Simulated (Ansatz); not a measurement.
The system is Ta.

```
Ta
1.0
    -1.65128    1.65128    1.65128
     1.65128   -1.65128    1.65128
     1.65128    1.65128   -1.65128
Ta
1
Cartesian
  0.0000 0.0000 0.0000
```

* Program: Ansatz 0.2.0
* Task: relaxation of cell and atoms
* Functional: BLYP
* Potentials or basis: Ansatz PAW
* Cutoff: 420 eV (not typed: the program's choice for these potentials)
* k mesh: 11 × 11 × 11
* Occupations: fermi-dirac, width 0.05 eV
* Spin: no spin polarisation

At the start: volume 18.01 Å³/atom.

Problem. Where does the relaxation end?

Solution. It ends after 4 steps and the volume is 18.82 Å³/atom (+4.5 %); space group Im-3m (No. 229, to 0.05 Å).

Step by step:
```csv
step,energy change (eV),largest force (eV/Å),volume (Å³)
1,0.0000,0.0000,18.01
2,-0.0206,0.0000,18.95
3,-0.0212,0.0000,18.82
4,-0.0214,0.0000,18.82
```

Final structure:
```xyz
1
Lattice="-1.6757 1.6757 1.6757 1.6757 -1.6757 1.6757 1.6757 1.6757 -1.6757" Properties=species:S:1:pos:R:3 pbc="T T T"
Ta    0.0000    0.0000    0.0000
```

Caveat: the plane-wave basis is chosen anew once the cell has moved, so the energies of steps on either side of that aren't comparable; the PAW data sets come from PBE, with cores solved anew for the run's functional, which leaves a small shift of forces and pressure.
